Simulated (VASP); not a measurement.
# K in VASP: settings compared, part 2 of 2

VASP 6.6.1. The steps go on from the part before.

## 4. Work function, revPBE

File INCAR:

```
PREC = Accurate ; ENCUT = 520
EDIFF = 1E-6 ; ISMEAR = -1
SIGMA = 0.05 ; LREAL = False
LASPH = True ; NELM = 80
ALGO = Fast ; ISIF = 2
LWAVE = False ; LCHARG = True
LDIPOL = True ; IDIPOL = 3
DIPOL = 0.5 0.5 0.500 ; GGA = RE
LELF = True ; LVHAR = True
LVACPOTAV = True
```

File KPOINTS:

```
regular mesh
0
Gamma
  6 6 1
```

File POSCAR:

```
K
1.0
    4.5345090142      0.0000000000      0.0000000000
   -1.5115030047      4.2751760977      0.0000000000
    0.0000000000      0.0000000000     22.4048222126
K
3
Direct
    0.5000000000      0.5000000000      0.3347493646
    0.0000000000      0.0000000000      0.5000000000
    0.5000000000      0.5000000000      0.6652506354
```

Potentials or basis: VASP PAW PBE potentials, release 64 (K_sv).

On the command line:

```sh
> cat potpaw_PBE.64/K_sv/POTCAR > POTCAR
> mpirun -np 1 vasp_std > vasp.out
```

OUTCAR:

```text
PREC = Accurate
   ENCUT = 520
   EDIFF = 1E-6
   ISMEAR = -1
   LREAL = False
   LASPH = True
   NELM = 80
   ISIF = 2
   GGA = RE

 ion  position               nearest neighbor table
   1  0.500  0.500  0.335-
   2  0.000  0.000  0.500-
   3  0.500  0.500  0.665-

  LATTYP: Found a base centered orthorhombic cell.
 ALAT       =     5.2360000000
 B/A-ratio  =     1.4142135624
 C/A-ratio  =     4.2789958389

  Lattice vectors:

 A1 = (   4.5345090142,   0.0000000000,   0.0000000000)
 A2 = (  -1.5115030047,   4.2751760977,   0.0000000000)
 A3 = (   0.0000000000,   0.0000000000,  22.4048222126)

Analysis of symmetry for initial positions (statically):
=====================================================================
 Subroutine PRICEL returns:
 Original cell was already a primitive cell.

 Routine SETGRP: Setting up the symmetry group for a
 base centered orthorhombic supercell.

 Subroutine GETGRP returns: Found  8 space group operations
 (whereof  8 operations were pure point group operations)
 out of a pool of  8 trial point group operations.

The static configuration has the point symmetry D_2h.

Analysis of symmetry for dynamics (positions and initial velocities):
=====================================================================
 Subroutine PRICEL returns:
 Original cell was already a primitive cell.

 Routine SETGRP: Setting up the symmetry group for a
 base centered orthorhombic supercell.

 Subroutine GETGRP returns: Found  8 space group operations
 (whereof  8 operations were pure point group operations)
 out of a pool of  8 trial point group operations.

The dynamic configuration has the point symmetry D_2h.

 Subroutine INISYM returns: Found  8 space group operations
 (whereof  8 operations are pure point group operations),
 and found     1 'primitive' translations

----------------------------------------------------------------------------------------

                                     Primitive cell

  volume of cell :     434.3360

  direct lattice vectors                    reciprocal lattice vectors
     4.534509014  0.000000000  0.000000000     0.220531042  0.077969498  0.000000000
    -1.511503005  4.275176098  0.000000000     0.000000000  0.233908493  0.000000000
     0.000000000  0.000000000 22.404822213     0.000000000  0.000000000  0.044633249

  length of vectors
     4.534509014  4.534509014 22.404822213     0.233908493  0.233908493  0.044633249

  position of ions in fractional coordinates (direct lattice)
     0.500000000  0.500000000  0.334749365
     0.000000000  0.000000000  0.500000000
     0.500000000  0.500000000  0.665250635

  ion indices of the primitive-cell ions
   primitive index   ion index
                 1           1
                 2           2
                 3           3

----------------------------------------------------------------------------------------

 KPOINTS: regular mesh

Automatic generation of k-mesh.
 Grid dimensions read from file:
 generate k-points for:    6    6    1

 Generating k-lattice:

  Cartesian coordinates                     Fractional coordinates (reciprocal lattice)
     0.036755174  0.012994916  0.000000000     0.166666667  0.000000000  0.000000000
[... 25 lines left out ...]
  0.333333  0.333333  0.000000      2.000000
  0.500000  0.333333  0.000000      4.000000
 -0.333333  0.333333  0.000000      2.000000
  0.500000  0.500000  0.000000      1.000000
   k-points           NKPTS =     13   k-points in BZ     NKDIM =     13   number of bands    NBANDS=     17
   number of dos      NEDOS =    301   number of ions     NIONS =      3
   total plane-waves  NPLWV = 217728
   dimension x,y,z NGX =    36 NGY =   36 NGZ =  168
   dimension x,y,z NGXF=    72 NGYF=   72 NGZF=  336
   ions per type =               3
   NGX,Y,Z   is equivalent  to a cutoff of  13.20, 13.20, 12.47 a.u.
   NGXF,Y,Z  is equivalent  to a cutoff of  26.40, 26.40, 24.93 a.u.
 SYSTEM =  unknown system
   PREC   = accura    normal or accurate (medium, high low for compatibility)
   ISTART =      0    job   : 0-new  1-cont  2-samecut
   ICHARG =      2    charge: 1-file 2-atom 10-const
   ISPIN  =      1    spin polarized calculation?
   LNONCOLLINEAR =      F non collinear calculations
   LSORBIT =      F    spin-orbit coupling
   LASPH  =      T    aspherical Exc in radial PAW
   ENCUT  =  520.0 eV  38.22 Ry    6.18 a.u.   8.43  8.43 41.66*2*pi/ulx,y,z
   NELM   =     80;   NELMIN=  2; NELMDL= -5     # of ELM steps
   EDIFF  = 0.1E-05   stopping-criterion for ELM
   LREAL  =      F    real-space projection
   EDIFFG = 0.1E-04   stopping-criterion for IOM
   NSW    =      0    number of steps for IOM
   IBRION =     -1    ionic relax: 0-MD 1-quasi-New 2-CG
   NFREE  =      0    steps in history (QN), initial steepest desc. (CG)
   ISIF   =      2    stress and relaxation
   ISYM   =      2    0-nonsym 1-usesym 2-fastsym
   POTIM  = 0.5000    time-step for ionic-motion
   TEBEG  =    0.0;   TEEND  =   0.0 temperature during run
   PSTRESS=    0.0 pullay stress
   NELECT =      27.0000    total number of electrons
   NUPDOWN=      -1.0000    fix difference up-down
   EMIN   =  10.00;   EMAX   =-10.00  energy-range for DOS
   EFERMI =   0.00;   METHOD = LEGACY
   ISMEAR =    -1;   SIGMA  =   0.05  broadening in eV -4-tet -1-fermi 0-gaus
   EFERMI_NEDOS =   21; number of points for ismear=-14 and -15
   IALGO  =     68    algorithm
   IMIX   =      4    mixing-type and parameters
     AMIX     =   0.40;   BMIX     =  1.00
     AMIX_MAG =   1.60;   BMIX_MAG =  1.00
  volume/ion in A,a.u.               =     144.78       977.01
  Fermi-wavevector in a.u.,A,eV,Ry     =   0.648516  1.225518  5.722247  0.420573
  Thomas-Fermi vector in A             =   1.717174
   LORBIT       =      0    0 simple, 1 ext, 2 COOP (PROOUT), +10 PAW based schemes
   GGA     = RE    functional components
   LHFCALC =     F    Hartree Fock is set to
   AEXX    =    0.0000 exact exchange contribution
   IVDW    =     0    specifies the selected vdW correction
   LEPSILON=     F    determine dielectric tensor
   LRPA    =     F    only Hartree local field effects (RPA)
 non-spin polarized calculation
 RMM-DIIS sequential band-by-band and
  energy-cutoff  :      520.00
  volume of cell :      434.34
 maximum number of plane-waves:     11730
 NGX is ok and might be reduce to    36
   NGX = 17   NGY = 17   NGZ = 83

 number of electron      26.9999999 magnetization

 dipolmoment           0.000000      0.000000     -0.000000 electrons x Angstroem

 Free energy of the ion-electron system (eV)
  ---------------------------------------------------
  ext. energy  EPLUGINS =         0.00000000
  ---------------------------------------------------
  free energy    TOTEN  =        -2.60017876 eV

  energy without entropy =       -2.57966654  energy(sigma->0) =       -2.58992265

 E-fermi :  -1.0763     XC(G=0):  -3.3823

 val. band max:       -1.1774121620   @ k =   0.5000   0.1667   0.0000
 cond. band min:      -1.0007269832   @ k =   0.3333   0.1667   0.0000
 fundamental gap:      0.1766851788
 Fermi energy:        -1.0762624963

 k-point     1 :       0.0000    0.0000    0.0000
  band No.  band energies     occupation
      1     -33.5044      2.00000
      2     -33.5044      2.00000
      3     -33.3035      2.00000
      4     -16.9715      2.00000
      5     -16.9688      2.00000
      6     -16.9218      2.00000
[... 237 lines left out ...]
      4     -16.9782      2.00000
      5     -16.9780      2.00000
      6     -16.9604      2.00000
[... 9 lines left out ...]
     16       0.0992      0.00000
     17       0.5132      0.00000

------------------------ aborting loop because EDIFF is reached ----------------------------------------

  FORCE on cell =-STRESS in cart. coord.  units (eV):
  Direction    XX          YY          ZZ          XY          YZ          ZX
  --------------------------------------------------------------------------------------
  -------------------------------------------------------------------------------------
  Total        0.3603086      0.2302314      0.3425143     -0.1839570      0.0000000      0.0000000
  in kB        1.3291056      0.8492769      1.2634659     -0.6785802      0.0000000      0.0000000
  external PRESSURE =       1.1472828 kB  Pullay stress =       0.0000000 kB

 VOLUME and BASIS-vectors are now :
 -----------------------------------------------------------------------------
  energy-cutoff  :      520.00
  volume of cell :      434.34
      direct lattice vectors                 reciprocal lattice vectors
     4.534509014  0.000000000  0.000000000     0.220531042  0.077969498  0.000000000
    -1.511503005  4.275176098  0.000000000     0.000000000  0.233908493  0.000000000
     0.000000000  0.000000000 22.404822213     0.000000000  0.000000000  0.044633249

 POSITION                                       TOTAL-FORCE (eV/Angst)
 -----------------------------------------------------------------------------------
      1.51150      2.13759      7.50000        -0.000000      0.000000     -0.048433
      0.00000      0.00000     11.20241         0.000000      0.000000      0.000000
      1.51150      2.13759     14.90482         0.000000     -0.000000      0.048433
 -----------------------------------------------------------------------------------
    total drift:                                0.000000     -0.000000      0.000000

  FREE ENERGIE OF THE ION-ELECTRON SYSTEM (eV)
  ---------------------------------------------------
  free  energy   TOTEN  =        -2.6001787582 eV

  energy  without entropy=       -2.5796665357  energy(sigma->0) =       -2.58992265

 vacuum level on the upper side and lower side of the slab         1.259         1.259
```

Run time: 2.2 min. Hardware: 1 thread of Intel Xeon 6975P-C (Granite Rapids), shared host; peak memory 0.5 GiB.

Results:

* Free energy: -2.6002 eV
* Largest force: 0.048 eV/Å
* Band gap on the k mesh: none (metal or under the smearing width)
* Work function of the upper face: 2.34 eV
* Work function of the lower face: 2.34 eV

Forces in eV/Å, atoms in the order of the input:
```
K    0.000  0.000 -0.048
K    0.000  0.000  0.000
K    0.000  0.000  0.048
```

Caveat: the PAW data sets were made with another functional, which shifts forces and pressure a little.

## 5. Work function, BLYP

Edit INCAR of step 4 so:

```diff
@@ -7,3 +7,5 @@
 LDIPOL = True ; IDIPOL = 3
-DIPOL = 0.5 0.5 0.500 ; GGA = RE
+DIPOL = 0.5 0.5 0.500 ; GGA = B5
+ALDAX = 1.0 ; AGGAX = 1.0
+AGGAC = 1.0 ; ALDAC = 0.0
 LELF = True ; LVHAR = True
```

KPOINTS is that of step 4.

POSCAR is that of step 4.

Potentials or basis: VASP PAW PBE potentials, release 64 (K_sv).

On the command line:

```sh
> cat potpaw_PBE.64/K_sv/POTCAR > POTCAR
> mpirun -np 1 vasp_std > vasp.out
```

OUTCAR:

```text
PREC = Accurate
   ENCUT = 520
   EDIFF = 1E-6
   ISMEAR = -1
   LREAL = False
   LASPH = True
   NELM = 80
   ISIF = 2
   GGA = B5

 ion  position               nearest neighbor table
   1  0.500  0.500  0.335-
   2  0.000  0.000  0.500-
   3  0.500  0.500  0.665-

  LATTYP: Found a base centered orthorhombic cell.
 ALAT       =     5.2360000000
 B/A-ratio  =     1.4142135624
 C/A-ratio  =     4.2789958389

  Lattice vectors:

 A1 = (   4.5345090142,   0.0000000000,   0.0000000000)
 A2 = (  -1.5115030047,   4.2751760977,   0.0000000000)
 A3 = (   0.0000000000,   0.0000000000,  22.4048222126)

Analysis of symmetry for initial positions (statically):
=====================================================================
 Subroutine PRICEL returns:
 Original cell was already a primitive cell.

 Routine SETGRP: Setting up the symmetry group for a
 base centered orthorhombic supercell.

 Subroutine GETGRP returns: Found  8 space group operations
 (whereof  8 operations were pure point group operations)
 out of a pool of  8 trial point group operations.

[... 157 lines left out ...]

 val. band max:       -0.9090698967   @ k =   0.5000   0.1667   0.0000
 cond. band min:      -0.7393995533   @ k =   0.3333   0.1667   0.0000
 fundamental gap:      0.1696703434
 Fermi energy:        -0.8134616270

 k-point     1 :       0.0000    0.0000    0.0000
  band No.  band energies     occupation
      1     -33.2094      2.00000
      2     -33.2094      2.00000
      3     -33.1009      2.00000
      4     -16.7952      2.00000
      5     -16.7901      2.00000
      6     -16.7441      2.00000
[... 237 lines left out ...]
      4     -16.8005      2.00000
      5     -16.8000      2.00000
      6     -16.7828      2.00000
[... 9 lines left out ...]
     16       0.3593      0.00000
     17       0.7775      0.00000

------------------------ aborting loop because EDIFF is reached ----------------------------------------

  FORCE on cell =-STRESS in cart. coord.  units (eV):
  Direction    XX          YY          ZZ          XY          YZ          ZX
  --------------------------------------------------------------------------------------
  -------------------------------------------------------------------------------------
  Total        0.0744169     -0.0396905      0.2128705     -0.1613722      0.0000000      0.0000000
  in kB        0.2745089     -0.1464102      0.7852363     -0.5952695      0.0000000      0.0000000
  external PRESSURE =       0.3044450 kB  Pullay stress =       0.0000000 kB

 VOLUME and BASIS-vectors are now :
 -----------------------------------------------------------------------------
  energy-cutoff  :      520.00
  volume of cell :      434.34
      direct lattice vectors                 reciprocal lattice vectors
     4.534509014  0.000000000  0.000000000     0.220531042  0.077969498  0.000000000
    -1.511503005  4.275176098  0.000000000     0.000000000  0.233908493  0.000000000
     0.000000000  0.000000000 22.404822213     0.000000000  0.000000000  0.044633249

 POSITION                                       TOTAL-FORCE (eV/Angst)
 -----------------------------------------------------------------------------------
      1.51150      2.13759      7.50000        -0.000000     -0.000000     -0.027825
      0.00000      0.00000     11.20241        -0.000000      0.000000      0.000000
      1.51150      2.13759     14.90482         0.000000      0.000000      0.027825
 -----------------------------------------------------------------------------------
    total drift:                                0.000000     -0.000000      0.000000

  FREE ENERGIE OF THE ION-ELECTRON SYSTEM (eV)
  ---------------------------------------------------
  free  energy   TOTEN  =        -1.9947999853 eV

  energy  without entropy=       -1.9743408837  energy(sigma->0) =       -1.98457043

 vacuum level on the upper side and lower side of the slab         1.264         1.264
```

OSZICAR:

```text
N       E                     dE             d eps       ncg     rms          rms(c)
DAV:   1     0.178476777637E+03    0.17848E+03   -0.10809E+04   562   0.111E+03
DAV:   2     0.152338080262E+02   -0.16324E+03   -0.16176E+03   523   0.283E+02
DAV:   3    -0.112317333890E+01   -0.16357E+02   -0.16277E+02   678   0.691E+01
[... 39 lines left out ...]
RMM:  43    -0.199480562147E+01   -0.23345E-05   -0.15437E-04   259   0.390E-02    0.733E-03
RMM:  44    -0.199480076228E+01    0.48592E-05   -0.40577E-05   260   0.204E-02    0.652E-03
RMM:  45    -0.199479943214E+01    0.13301E-05   -0.13414E-05   234   0.149E-02    0.664E-03
RMM:  46    -0.199480012170E+01   -0.68956E-06   -0.25439E-05   235   0.205E-02    0.653E-03
RMM:  47    -0.199479998533E+01    0.13638E-06   -0.21970E-07   177   0.224E-03
   1 F= -.19948000E+01 E0= -.19845704E+01  d E =-.204591E-01
```

It took 5.7 min on 1 thread of Intel Xeon 6975P-C (Granite Rapids), shared host; peak memory 0.51 GiB.

What came out:

| Property | Result |
| --- | --- |
| Free energy | -1.9948 eV |
| Largest force | 0.028 eV/Å |
| Band gap on the k mesh | none (metal or under the smearing width) |
| Work function of the upper face | 2.08 eV |
| Work function of the lower face | 2.08 eV |

Forces in eV/Å, atoms in the order of the input:
```
K    0.000  0.000 -0.028
K    0.000  0.000  0.000
K    0.000  0.000  0.028
```

Levels at points of the mesh, in eV from the Fermi level:
| k point | band 10 | band 11 | band 12 | band 13 | band 14 | band 15 | band 16 | band 17 |
| --- | --- | --- | --- | --- | --- | --- | --- | --- |
| (0.00, 0.00, 0.00) | -15.85 | -15.84 | -15.82 | -2.03 | -1.43 | -0.52 | 0.71 | 1.30 |
| (0.50, 0.00, 0.00) | -15.88 | -15.85 | -15.83 | 0.08 | 0.13 | 0.47 | 0.79 | 1.45 |
| (0.50, 0.50, 0.00) | -15.89 | -15.86 | -15.84 | 0.57 | 0.85 | 1.14 | 1.17 | 1.59 |

Caveat: the PAW data sets were made with another functional, which shifts forces and pressure a little.

## 6. The runs side by side

| level | gap on the mesh (eV) | largest force (eV/Å) | work function (eV) |
| --- | --- | --- | --- |
| PBEsol | none | - | 2.43 |
| RPBE | none | 0.05 | 2.32 |
| revPBE | none | 0.05 | 2.34 |
| BLYP | none | 0.03 | 2.08 |

Alike in all rows: task work function; potentials or basis VASP PAW PBE potentials, release 64 (K_sv); no spin polarisation; cell as given; k mesh 6 × 6 × 1; cutoff (eV) 520; smearing fermi-dirac 0.05 eV.

Every run on the cell as given and a fine mesh finds a metal.

Caveats: the PAW data sets were made with another functional, which shifts forces and pressure a little.

Absolute energies hang on the potentials; compare differences alone.
